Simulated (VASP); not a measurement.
# SrO (Fm-3m) in VASP: notebook

Runs on SrO. Level: PBE. Tasks: single point.

Everything below comes from runs of VASP 6.6.1. Logs are shortened: lines on timing, memory, paths and dates and some standing lists are left out, and cuts for length are marked.

**1. The structure**

Symmetry: Fm-3m, No. 225, cubic system. Conventional cell: a = 5.133 Å, b = 5.133 Å, c = 5.133 Å, α = 90.00°, β = 90.00°, γ = 90.00°. Sr (site symmetry m-3m) has 6 O at 2.57 Å as nearest neighbours. Around O (site symmetry m-3m) lie 6 Sr at 2.57 Å.

**2. Single point, PBE**

Input file INCAR:

```
SYSTEM = SrO
  PREC = Accurate
  ENCUT = 900
  EDIFF = 1E-7
  ISMEAR = 0
  SIGMA = 0.05
  LREAL = .FALSE.
  LASPH = .TRUE.
  NELM = 100
  ALGO = Normal
  ISIF = 2
  LWAVE = .FALSE.
  LCHARG = .FALSE.
  GGA = PE
  ADDGRID = .FALSE.
```

Input file KPOINTS:

```
Automatic mesh
0
G
  13 13 13
  0 0 0
```

Input file POSCAR:

```
SrO
1.0
    0.0000000000      2.5663000000      2.5663000000
    2.5663000000      0.0000000000      2.5663000000
    2.5663000000      2.5663000000      0.0000000000
Sr O
1 1
Direct
    0.5000000000      0.5000000000      0.5000000000
    0.0000000000      0.0000000000      0.0000000000
```

Potentials or basis: VASP PAW PBE potentials, release 64 (Sr_sv, O_h).

Started as:

```sh
$ cat potpaw_PBE.64/Sr_sv/POTCAR potpaw_PBE.64/O_h/POTCAR > POTCAR
$ mpirun -np 1 vasp_std > vasp.out
```

OUTCAR:

```text
SYSTEM = SrO
   PREC = Accurate
   ENCUT = 900
   EDIFF = 1E-7
   ISMEAR = 0
   LREAL = .FALSE.
   LASPH = .TRUE.
   NELM = 100
   ISIF = 2
   GGA = PE

 Found     84 irreducible k-points:

 Following reciprocal coordinates:
            Coordinates               Weight
  0.000000  0.000000  0.000000      1.000000
  0.076923  0.000000  0.000000      8.000000
  0.153846  0.000000  0.000000      8.000000
  0.230769  0.000000  0.000000      8.000000
  0.307692  0.000000  0.000000      8.000000
  0.384615  0.000000  0.000000      8.000000
   k-points           NKPTS =     84   k-points in BZ     NKDIM =     84   number of bands    NBANDS=     12
   number of dos      NEDOS =    301   number of ions     NIONS =      2
   total plane-waves  NPLWV =  46656
   dimension x,y,z NGX =    36 NGY =   36 NGZ =   36
   dimension x,y,z NGXF=    72 NGYF=   72 NGZF=   72
   ions per type =               1   1
   NGX,Y,Z   is equivalent  to a cutoff of  16.49, 16.49, 16.49 a.u.
   NGXF,Y,Z  is equivalent  to a cutoff of  32.98, 32.98, 32.98 a.u.
 SYSTEM =  SrO
   PREC   = accura    normal or accurate (medium, high low for compatibility)
   ISTART =      0    job   : 0-new  1-cont  2-samecut
   ICHARG =      2    charge: 1-file 2-atom 10-const
   ISPIN  =      1    spin polarized calculation?
   LNONCOLLINEAR =      F non collinear calculations
   LSORBIT =      F    spin-orbit coupling
   LASPH  =      T    aspherical Exc in radial PAW
   ENCUT  =  900.0 eV  66.15 Ry    8.13 a.u.   8.88  8.88  8.88*2*pi/ulx,y,z
   NELM   =    100;   NELMIN=  2; NELMDL= -5     # of ELM steps
   EDIFF  = 0.1E-06   stopping-criterion for ELM
   LREAL  =      F    real-space projection
   EDIFFG = 0.1E-05   stopping-criterion for IOM
   NSW    =      0    number of steps for IOM
   IBRION =     -1    ionic relax: 0-MD 1-quasi-New 2-CG
   NFREE  =      0    steps in history (QN), initial steepest desc. (CG)
   ISIF   =      2    stress and relaxation
   ISYM   =      2    0-nonsym 1-usesym 2-fastsym
   POTIM  = 0.5000    time-step for ionic-motion
   TEBEG  =    0.0;   TEEND  =   0.0 temperature during run
   PSTRESS=    0.0 pullay stress
   NELECT =      16.0000    total number of electrons
   NUPDOWN=      -1.0000    fix difference up-down
   EMIN   =  10.00;   EMAX   =-10.00  energy-range for DOS
   EFERMI =   0.00;   METHOD = LEGACY
   ISMEAR =     0;   SIGMA  =   0.05  broadening in eV -4-tet -1-fermi 0-gaus
   EFERMI_NEDOS =   21; number of points for ismear=-14 and -15
   IALGO  =     38    algorithm
   IMIX   =      4    mixing-type and parameters
     AMIX     =   0.40;   BMIX     =  1.00
     AMIX_MAG =   1.60;   BMIX_MAG =  1.00
  volume/ion in A,a.u.               =      16.90       114.06
  Fermi-wavevector in a.u.,A,eV,Ry     =   1.275843  2.410995 22.147245  1.627777
  Thomas-Fermi vector in A             =   2.408533
   LORBIT       =      0    0 simple, 1 ext, 2 COOP (PROOUT), +10 PAW based schemes
   GGA     = PE    functional components
   LHFCALC =     F    Hartree Fock is set to
   AEXX    =    0.0000 exact exchange contribution
   IVDW    =     0    specifies the selected vdW correction
   LEPSILON=     F    determine dielectric tensor
   LRPA    =     F    only Hartree local field effects (RPA)
 non-spin polarized calculation
 Gauss-broadening in eV      SIGMA  =   0.05
  energy-cutoff  :      900.00
  volume of cell :       33.80
 maximum number of plane-waves:      2094
   NGX = 17   NGY = 17   NGZ = 17

 number of electron      16.0000002 magnetization

 Free energy of the ion-electron system (eV)
  ---------------------------------------------------
  ext. energy  EPLUGINS =         0.00000000
  ---------------------------------------------------
  free energy    TOTEN  =       -12.04311234 eV

  energy without entropy =      -12.04311234  energy(sigma->0) =      -12.04311234

 E-fermi :   2.1559     XC(G=0): -10.0544

 val. band max:        1.9151187425   @ k =   0.0000   0.0000   0.0000
 cond. band min:       5.2077574618   @ k =   0.4615   0.4615   0.0000
 fundamental gap:      3.2926387193
 Fermi energy:         2.1559447768

 k-point     1 :       0.0000    0.0000    0.0000
  band No.  band energies     occupation
      1     -30.4526      2.00000
      2     -13.1811      2.00000
      3     -12.0850      2.00000
      4     -12.0850      2.00000
      5     -12.0850      2.00000
      6       1.9151      2.00000
      7       1.9151      2.00000
      8       1.9151      2.00000
      9       5.9406      0.00000
     10       8.1406      0.00000
     11       8.1406      0.00000
     12       8.1406      0.00000

 k-point     2 :       0.0769    0.0000    0.0000
  band No.  band energies     occupation
      1     -30.4447      2.00000
      2     -13.3450      2.00000
      3     -12.0898      2.00000
      4     -12.0898      2.00000
      5     -11.9406      2.00000
      6       1.7253      2.00000
      7       1.8355      2.00000
      8       1.8355      2.00000
      9       6.2246      0.00000
     10       8.0700      0.00000
     11       8.2586      0.00000
     12       8.2586      0.00000

 k-point     3 :       0.1538    0.0000    0.0000
  band No.  band energies     occupation
      1     -30.4225      2.00000
      2     -13.6829      2.00000
      3     -12.1031      2.00000
      4     -12.1031      2.00000
      5     -11.6569      2.00000
      6       1.2773      2.00000
      7       1.6264      2.00000
      8       1.6264      2.00000
      9       6.9471      0.00000
     10       7.9544      0.00000
     11       8.6010      0.00000
     12       8.6010      0.00000

 k-point     4 :       0.2308    0.0000    0.0000
  band No.  band energies     occupation
      1     -30.3910      2.00000
      2     -14.0407      2.00000
      3     -12.1218      2.00000
      4     -12.1218      2.00000
      5     -11.3758      2.00000
      6       0.7592      2.00000
      7       1.3557      2.00000
      8       1.3557      2.00000
      9       7.8395      0.00000
     10       7.9985      0.00000
     11       9.1294      0.00000
     12       9.1294      0.00000

 k-point     5 :       0.3077    0.0000    0.0000
  band No.  band energies     occupation
      1     -30.3573      2.00000
      2     -14.3516      2.00000
      3     -12.1413      2.00000
      4     -12.1413      2.00000
      5     -11.1465      2.00000
      6       0.2910      2.00000
      7       1.0928      2.00000
      8       1.0928      2.00000
      9       8.0558      0.00000
     10       8.9268      0.00000
     11       9.7652      0.00000
     12       9.7652      0.00000

 k-point     6 :       0.3846    0.0000    0.0000
  band No.  band energies     occupation
      1     -30.3290      2.00000
      2     -14.5784      2.00000
      3     -12.1573      2.00000
      4     -12.1573      2.00000
      5     -10.9873      2.00000
      6      -0.0566      2.00000
      7       0.8905      2.00000
      8       0.8905      2.00000
      9       8.2850      0.00000
     10       9.8097      0.00000
     11      10.3679      0.00000
     12      10.3679      0.00000

 [... further k-points ...]
[... 5 lines left out ...]
  --------------------------------------------------------------------------------------
  -------------------------------------------------------------------------------------
  Total        0.7595578      0.7595578      0.7595578      0.0000000      0.0000000     -0.0000000
  in kB       36.0013788     36.0013788     36.0013788      0.0000000      0.0000000     -0.0000000
  external PRESSURE =      36.0013788 kB  Pullay stress =       0.0000000 kB

 VOLUME and BASIS-vectors are now :
 -----------------------------------------------------------------------------
  energy-cutoff  :      900.00
  volume of cell :       33.80
      direct lattice vectors                 reciprocal lattice vectors
     0.000000000  2.566300000  2.566300000    -0.194833028  0.194833028  0.194833028
     2.566300000  0.000000000  2.566300000     0.194833028 -0.194833028  0.194833028
     2.566300000  2.566300000  0.000000000     0.194833028  0.194833028 -0.194833028

 POSITION                                       TOTAL-FORCE (eV/Angst)
 -----------------------------------------------------------------------------------
      2.56630      2.56630      2.56630         0.000000     -0.000000     -0.000000
      0.00000      0.00000      0.00000        -0.000000      0.000000      0.000000
 -----------------------------------------------------------------------------------
    total drift:                                0.000000      0.000000      0.000000

  FREE ENERGIE OF THE ION-ELECTRON SYSTEM (eV)
  ---------------------------------------------------
  free  energy   TOTEN  =       -12.0431123408 eV

  energy  without entropy=      -12.0431123408  energy(sigma->0) =      -12.04311234
```

It took 85 s on 1 thread of Intel Xeon Platinum 8375C at 2.90GHz (Ice Lake), shared host; peak memory 0.26 GiB.

The run converged, but some of its settings lie outside the range that counts as converged, so its numbers aren't taken as properties of the crystal.

What came out:

```
Free energy            : -12.0431 eV
Pressure               : 3.6 GPa
Band gap on the k mesh : 3.29 eV, indirect (least direct gap 3.38 eV)
```

Caveat: the cutoff is under 1.25 times the usual one of these potentials, so pressure, stress and relaxed cells hold a basis-set (Pulay) error; an odd mesh through Γ misses points on the zone boundary, where band edges often lie.

**3. Single point, PBE**

INCAR, as its differences from that of step 2:

```diff
@@ -2,3 +2,3 @@
   PREC = Accurate
-  ENCUT = 900
+  ENCUT = 1400
   EDIFF = 1E-7
```

Input file KPOINTS:

```
Automatic mesh
0
G
  11 11 11
  0 0 0
```

POSCAR is that of step 2.

Potentials or basis: VASP PAW PBE potentials, release 64 (Sr_sv, O_h).

Started as:

```sh
$ cat potpaw_PBE.64/Sr_sv/POTCAR potpaw_PBE.64/O_h/POTCAR > POTCAR
$ mpirun -np 1 vasp_std > vasp.out
```

OUTCAR:

```text
SYSTEM = SrO
   PREC = Accurate
   ENCUT = 1400
   EDIFF = 1E-7
   ISMEAR = 0
   LREAL = .FALSE.
   LASPH = .TRUE.
   NELM = 100
   ISIF = 2
   GGA = PE

 Found     56 irreducible k-points:

 Following reciprocal coordinates:
            Coordinates               Weight
  0.000000  0.000000  0.000000      1.000000
  0.090909  0.000000  0.000000      8.000000
  0.181818  0.000000  0.000000      8.000000
  0.272727  0.000000  0.000000      8.000000
  0.363636  0.000000  0.000000      8.000000
  0.454545  0.000000  0.000000      8.000000
   k-points           NKPTS =     56   k-points in BZ     NKDIM =     56   number of bands    NBANDS=     12
   number of dos      NEDOS =    301   number of ions     NIONS =      2
   total plane-waves  NPLWV = 110592
[... 161 lines left out ...]

 [... further k-points ...]
[... 5 lines left out ...]
  --------------------------------------------------------------------------------------
  -------------------------------------------------------------------------------------
  Total        0.8101873      0.8101873      0.8101873      0.0000000     -0.0000000      0.0000000
  in kB       38.4011056     38.4011056     38.4011056      0.0000000     -0.0000000      0.0000000
  external PRESSURE =      38.4011056 kB  Pullay stress =       0.0000000 kB

 VOLUME and BASIS-vectors are now :
 -----------------------------------------------------------------------------
  energy-cutoff  :     1400.00
  volume of cell :       33.80
      direct lattice vectors                 reciprocal lattice vectors
     0.000000000  2.566300000  2.566300000    -0.194833028  0.194833028  0.194833028
     2.566300000  0.000000000  2.566300000     0.194833028 -0.194833028  0.194833028
     2.566300000  2.566300000  0.000000000     0.194833028  0.194833028 -0.194833028

 POSITION                                       TOTAL-FORCE (eV/Angst)
 -----------------------------------------------------------------------------------
      2.56630      2.56630      2.56630         0.000000      0.000000      0.000000
      0.00000      0.00000      0.00000        -0.000000     -0.000000     -0.000000
 -----------------------------------------------------------------------------------
    total drift:                               -0.000000     -0.000000     -0.000000

  FREE ENERGIE OF THE ION-ELECTRON SYSTEM (eV)
  ---------------------------------------------------
  free  energy   TOTEN  =       -12.0439008007 eV

  energy  without entropy=      -12.0439008007  energy(sigma->0) =      -12.04390080
```

OSZICAR:

```text
N       E                     dE             d eps       ncg     rms          rms(c)
DAV:   1     0.128747246614E+03    0.12875E+03   -0.14392E+04  1344   0.275E+03
DAV:   2    -0.187410309175E+01   -0.13062E+03   -0.11870E+03  1776   0.371E+02
DAV:   3    -0.137691258885E+02   -0.11895E+02   -0.11692E+02  1792   0.924E+01
DAV:   4    -0.142310224913E+02   -0.46190E+00   -0.46145E+00  1884   0.155E+01
DAV:   5    -0.142359734141E+02   -0.49509E-02   -0.49504E-02  1680   0.203E+00    0.168E+01
DAV:   6    -0.121384242012E+02    0.20975E+01   -0.10168E+01  1640   0.242E+01    0.210E+01
DAV:   7    -0.120523867499E+02    0.86037E-01   -0.69649E-01  1648   0.745E+00    0.116E+01
DAV:   8    -0.120427761151E+02    0.96106E-02   -0.15567E-01  1532   0.463E+00    0.153E+00
DAV:   9    -0.120430504061E+02   -0.27429E-03   -0.15817E-02  2028   0.111E+00    0.230E-01
DAV:  10    -0.120437586046E+02   -0.70820E-03   -0.14703E-03  1412   0.392E-01    0.579E-02
DAV:  11    -0.120438965699E+02   -0.13797E-03   -0.13173E-04  1640   0.109E-01    0.796E-02
DAV:  12    -0.120439005342E+02   -0.39643E-05   -0.22885E-05  1756   0.452E-02    0.167E-02
DAV:  13    -0.120439007856E+02   -0.25142E-06   -0.28239E-06  1624   0.181E-02    0.118E-02
DAV:  14    -0.120439008007E+02   -0.15081E-07   -0.20435E-07  1432   0.515E-03
   1 F= -.12043901E+02 E0= -.12043901E+02  d E =-.334041E-20
```

It took 3.5 min on 1 thread of Intel Xeon Platinum 8375C at 2.90GHz (Ice Lake), shared host; peak memory 0.39 GiB.

The run converged, but some of its settings lie outside the range that counts as converged, so its numbers aren't taken as properties of the crystal.

Results:

```yaml
Free_energy: -12.0439 eV
Pressure: 3.8 GPa
Band_gap_on_the_k_mesh: 3.30 eV, indirect (least direct gap 3.39 eV)
```

Caveat: an odd mesh through Γ misses points on the zone boundary, where band edges often lie.

**4. Single point, PBE**

INCAR, as its differences from that of step 3:

```diff
@@ -2,3 +2,3 @@
   PREC = Accurate
-  ENCUT = 1400
+  ENCUT = 1100
   EDIFF = 1E-7
```

Input file KPOINTS:

```
Automatic mesh
0
G
  13 13 13
  0 0 0
```

POSCAR is that of step 3.

Started as:

```sh
$ cat potpaw_PBE.64/Sr_sv/POTCAR potpaw_PBE.64/O_h/POTCAR > POTCAR
$ mpirun -np 1 vasp_std > vasp.out
```

It took 2.7 min on 1 thread of Intel Xeon Platinum 8375C at 2.90GHz (Ice Lake), shared host; peak memory 0.32 GiB.

The run converged, but some of its settings lie outside the range that counts as converged, so its numbers aren't taken as properties of the crystal.

Results:

```yaml
Free_energy: -12.0437 eV
Pressure: 3.9 GPa
Band_gap_on_the_k_mesh: 3.29 eV, indirect (least direct gap 3.38 eV)
```

Caveat: an odd mesh through Γ misses points on the zone boundary, where band edges often lie.

**5. Single point, PBE**

INCAR, as its differences from that of step 4:

```diff
@@ -2,3 +2,3 @@
   PREC = Accurate
-  ENCUT = 1100
+  ENCUT = 400
   EDIFF = 1E-7
```

Input file KPOINTS:

```
Automatic mesh
0
G
  5 5 5
  0 0 0
```

POSCAR is that of step 4.

Started as:

```sh
$ cat potpaw_PBE.64/Sr_sv/POTCAR potpaw_PBE.64/O_h/POTCAR > POTCAR
$ mpirun -np 1 vasp_std > vasp.out
```

Run time: 10 s. Hardware: 1 thread of Intel Xeon Platinum 8375C at 2.90GHz (Ice Lake), shared host; peak memory 0.13 GiB.

The run converged, but a check on its numbers failed (symmetry, net force, bounds or a known fault of this set-up), so they aren't taken as properties of the crystal.

Caveat: the k mesh is coarse (spacing up to 0.42 Å⁻¹), so the values aren't converged; the cutoff lies under the usual one of these potentials, so the numbers hold a large basis-set error; a pressure of tens of GPa on the cell as given is suspect, and the run, the potentials or the cell itself is likely at fault; an odd mesh through Γ misses points on the zone boundary, where band edges often lie.

**6. The reference run**

An earlier run on the cell as given: functional PBEsol; potentials or basis VASP PAW PBE potentials, release 64 (Sr_sv, O); cutoff 520 eV; k mesh 9 × 9 × 9; occupations fermi-dirac, width 0.05 eV; no spin polarisation.

* Pressure: 0.1 GPa
* Band gap on the k mesh: 3.21 eV, indirect (least direct gap 3.30 eV)
